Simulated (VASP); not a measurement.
# TiO₂, band structure: which settings are enough?

TiO₂, I4_1/amd (no. 141), 6 atoms in the cell. PBEsol; PAW potentials Ti_sv, O (PBE set). VASP 6.6.1.

Wanted: band energies at the path's corners within 0.1 eV; smallest gap over path and mesh within 0.05 eV.

What the run is for: bands; Accuracy asked: screening; Route: fixed density (ICHARG 11).

Band energies at the path's corners: counted from the valence top.

POSCAR:
```
TiO2
1.0
   -1.8921000000      1.8921000000      4.7573000000
    1.8921000000     -1.8921000000      4.7573000000
    1.8921000000      1.8921000000     -4.7573000000
Ti O
2 4
Direct
    0.7500000000      0.2500000000      0.5000000000
    0.0000000000      0.0000000000      0.0000000000
    0.7919000000      0.7919000000      0.0000000000
    0.5419000000      0.0419000000      0.5000000000
    0.9581000000      0.4581000000      0.5000000000
    0.2081000000      0.2081000000      0.0000000000
```

The series start from Plane-wave cutoff (eV): 460; k-point mesh: 7 × 7 × 7; k points a path segment: 12; Electronic threshold (eV): 1e-6; Precision mode (PREC): Accurate; Bands in all (NBANDS): 40; Aspherical gradient terms in the spheres (LASPH): yes; Highest l that the mixer handles (LMAXMIX): 4. Each series keeps the choices made before it, and each single choice may use up half of a tolerance. Times cover all steps of a run.

## Plane-wave cutoff (eV)

| Plane-wave cutoff (eV) | Band energies at the path's corners, largest deviation (eV) | Smallest gap over path and mesh (eV) | Time (s) |
|---|---|---|---|
| 320 | 0.05 | 2.054 | 66 |
| 400 | 0.01 | 2.059 | 108 |
| 460 | 0.00 | 2.049 | 156 |
| 520 | 0.00 | 2.048 | 216 |
| 640 (reference) | 0.00 | 2.050 | 270 |

Chosen: 400, the loosest value from which every tighter one stays within half of the tolerance.

## k-point mesh

| k-point mesh | Band energies at the path's corners, largest deviation (eV) | Smallest gap over path and mesh (eV) | Time (s) |
|---|---|---|---|
| 3 × 3 × 3 | 0.01 | 2.066 | 72 |
| 4 × 4 × 4 | 0.00 | 2.059 | 80 |
| 5 × 5 × 5 | 0.00 | 2.061 | 97 |
| 7 × 7 × 7 | 0.00 | 2.059 | 108 |
| 8 × 8 × 8 | 0.00 | 2.062 | 132 |
| 10 × 10 × 10 (reference) | 0.00 | 2.062 | 165 |

Chosen: 3 × 3 × 3.

## Electronic threshold (eV)

| Electronic threshold (eV) | Band energies at the path's corners, largest deviation (eV) | Smallest gap over path and mesh (eV) | Time (s) |
|---|---|---|---|
| 0.001 | 0.01 | 2.076 | 57 |
| 0.0001 | 0.00 | 2.065 | 64 |
| 1e-5 | 0.00 | 2.063 | 65 |
| 1e-6 | 0.00 | 2.063 | 53 |
| 1e-7 (reference) | 0.00 | 2.063 | 76 |

Chosen: 0.001.

## Precision mode (PREC)

| Precision mode (PREC) | Band energies at the path's corners, largest deviation (eV) | Smallest gap over path and mesh (eV) | Time (s) |
|---|---|---|---|
| SingleN | 0.00 | 2.077 | 35 |
| Normal | 0.00 | 2.076 | 38 |
| Accurate (reference) | 0.00 | 2.076 | 57 |

Chosen: SingleN.

## Bands in all (NBANDS)

| Bands in all (NBANDS) | Band energies at the path's corners, largest deviation (eV) | Smallest gap over path and mesh (eV) | Time (s) |
|---|---|---|---|
| 26 | 0.29 | 2.058 | 24 |
| 27 | 0.09 | 2.064 | 24 |
| 28 | 0.01 | 2.054 | 25 |
| 30 | 0.00 | 2.051 | 29 |
| 40 | 0.02 | 2.077 | 35 |
| 50 (reference) | 0.00 | 2.060 | 37 |

Chosen: 28.

## Aspherical gradient terms in the spheres (LASPH)

| Aspherical gradient terms in the spheres (LASPH) | Band energies at the path's corners, largest deviation (eV) | Smallest gap over path and mesh (eV) | Time (s) |
|---|---|---|---|
| no | 0.00 | 2.053 | 23 |
| yes (reference) | 0.00 | 2.054 | 25 |

Chosen: no.

## Highest l that the mixer handles (LMAXMIX)

| Highest l that the mixer handles (LMAXMIX) | Band energies at the path's corners, largest deviation (eV) | Smallest gap over path and mesh (eV) | Time (s) |
|---|---|---|---|
| 2 | 0.01 | 2.050 | 23 |
| 4 | 0.00 | 2.053 | 23 |
| 6 (reference) | 0.00 | 2.053 | 23 |

Chosen: 2.

Also changed on the way, by series that aren't shown: k points a path segment: 8.

## All choices together

| Input | Band energies at the path's corners, largest deviation (eV) | Smallest gap over path and mesh (eV) | Time (s) |
|---|---|---|---|
| the program's defaults (naive) | 0.02 | 2.061 | 52 |
| chosen settings | 0.02 | 2.050 | 23 |
| reference settings throughout | 0.00 | 2.049 | 820 |

The tolerance is met.

## The input

INCAR.step1:
```
SYSTEM = TiO2
GGA = PS
ISMEAR = 0
SIGMA = 0.03
LWAVE = .False.
LCHARG = .True.
NBANDS = 28
PREC = SingleN
LASPH = .False.
LREAL = .False.
ALGO = Normal
EDIFF = 0.001
NELM = 120
GGA_COMPAT = .False.
ENCUT = 400
EFERMI = MIDGAP
LMAXMIX = 2
KPAR = 4
```

INCAR.step2, as INCAR.step1 but for:
```
- LCHARG = .True.
+ LCHARG = .False.
+ ICHARG = 11
```

KPOINTS.step1:
```
Automatic mesh
0
Gamma
  3 3 3
  0 0 0
```

KPOINTS.step2:
```
path GXYSGZS1NPY1Z,XP
8
line-mode
reciprocal
 0.0000000000  0.0000000000  0.0000000000  G
 0.0000000000  0.0000000000  0.5000000000  X

 0.0000000000  0.0000000000  0.5000000000  X
-0.0790928267  0.0790928267  0.5000000000  Y

-0.0790928267  0.0790928267  0.5000000000  Y
-0.2895464134  0.2895464134  0.2895464134  S

-0.2895464134  0.2895464134  0.2895464134  S
 0.0000000000  0.0000000000  0.0000000000  G

 0.0000000000  0.0000000000  0.0000000000  G
 0.5000000000  0.5000000000 -0.5000000000  Z

 0.5000000000  0.5000000000 -0.5000000000  Z
 0.2895464134  0.7104535866 -0.2895464134  S1

 0.2895464134  0.7104535866 -0.2895464134  S1
 0.0000000000  0.5000000000  0.0000000000  N

 0.0000000000  0.5000000000  0.0000000000  N
 0.2500000000  0.2500000000  0.2500000000  P

 0.2500000000  0.2500000000  0.2500000000  P
 0.5000000000  0.5000000000 -0.0790928267  Y1

 0.5000000000  0.5000000000 -0.0790928267  Y1
 0.5000000000  0.5000000000 -0.5000000000  Z

 0.0000000000  0.0000000000  0.5000000000  X
 0.2500000000  0.2500000000  0.2500000000  P
```

Commands (each step's output is kept before the next begins):
```
cat potpaw_PBE.64/Ti_sv/POTCAR potpaw_PBE.64/O/POTCAR > POTCAR
cp INCAR.step1 INCAR
cp KPOINTS.step1 KPOINTS
mpirun -np 4 vasp_std > vasp.out
cp INCAR.step2 INCAR
cp KPOINTS.step2 KPOINTS
mpirun -np 4 vasp_std > vasp.out
```

The naive input happens to agree within the tolerance here, in 52 s.

Limits: PBEsol gaps are mostly well below measured ones.

The chosen input took VASP 6.6.1 23 s on 4 cores (Intel Xeon Platinum 8259CL @ 2.50GHz (Skylake/Cascade Lake)), a shared host.

## An input that fails: fixed density asked without a density file

VASP's message: ERROR: charge density could not be read from file CHGCAR for ICHARG>10.

Changes against the starting input:
```
- LCHARG = True
- NELM = 120
+ LCHARG = False
+ NELM = 77
+ ICHARG = 11
```
